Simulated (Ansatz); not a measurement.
Runs of Ansatz 0.2.0 on AlAu2. It takes space group I4/mmm (No. 139, tetragonal). Conventional cell: a = 3.343 Å, b = 3.343 Å, c = 8.798 Å, α = 90.00°, β = 90.00°, γ = 90.00°. Au (site symmetry 4mm) is surrounded by 5 Al at 2.73 to 3.02 Å and 5 Au at 2.75 to 2.88 Å. Al (site symmetry 4/mmm) is surrounded by 10 Au at 2.73 to 3.02 Å. The cell comes from a database or a generator and needn't be the stable form of this composition.

```tsv
potentials or basis	cutoff (eV)	basis error allowed	pressure (GPa)	largest force (eV/Å)
all-electron LAPW, non-relativistic	258	0.002 eV/atom	18.4	0.55
all-electron PAW datasets made for the crystal	260	-	-2.3	0.06
all-electron LAPW, scalar-relativistic	257	0.002 eV/atom	-2.3	0.06
all-electron LAPW, inner shells corrected to Dirac's equation	257	0.002 eV/atom	(a)	0.06
```

Alike in all rows: task band structure; level PBEsol; no spin polarisation; cell as given; k mesh 11 × 11 × 11; smearing fermi-dirac 0.05 eV.

Problem. Estimate the missing entries.

Solution. (a) -2.2.

Caveats: relativity is left out, which matters for the heavier elements (some runs).

The runs don't all hold the same shells in valence.
